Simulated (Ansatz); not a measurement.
**Al (Fm-3m) under several functionals**

**The experiment to reproduce.**

“The interpretation of polycrystalline coherent inelastic neutron scattering from aluminium”, 2013, pmc:3831299 quotes, for a bulk crystal of Al: lattice constant a 4.0495 Å.

Plane-wave DFT in Ansatz with scalar-relativistic PAW potentials. The same structure was relaxed (cell and atoms, symmetry kept) in separate runs at each level. No spin polarisation.

| level | cutoff (eV) | k mesh | V (Å³/atom) | a (Å) |
| --- | --- | --- | --- | --- |
| PBEsol+D3(BJ) | 420 | 18×18×18 | 15.555 | 3.963 |
| PBE+D3(BJ) | 420 | 18×18×18 | 15.794 | 3.983 |
| LDA | 420 | 18×18×18 | 15.804 | 3.984 |
| r2SCAN | 500 | 18×18×18 | 15.904 | 3.992 |
| PBEsol | 420 | 18×18×18 | 16.187 | 4.016 |

Where does PBE (420 eV, k mesh 18×18×18) fall?

V (Å³/atom) 16.492, a (Å) 4.041. Its volume is the largest of the set. The usual order of volumes, LDA < PBEsol < PBE, holds here (15.804, 16.187, 16.492 Å³/atom). As a rule LDA overbinds; PBEsol, built on the gradient expansion of slowly varying densities, lies between LDA and PBE; PBE's stronger gradient term for exchange weakens bonds. Adding D3 to PBE changes the volume by -4.2 %; the term is attractive, so it pulls cells in. In metals the pairwise form ignores screening by the conduction electrons, so it can pull in too far. r2SCAN lies 3.6 % under PBE in volume.

For PBE: Measured lattice constant a of Al: 4.0495 Å (quoted in “The interpretation of polycrystalline coherent inelastic neutron scattering from aluminium”, 2013, pmc:3831299). This calculation gives 4.041 Å (-0.2 %). The calculations are for 0 K without zero-point motion.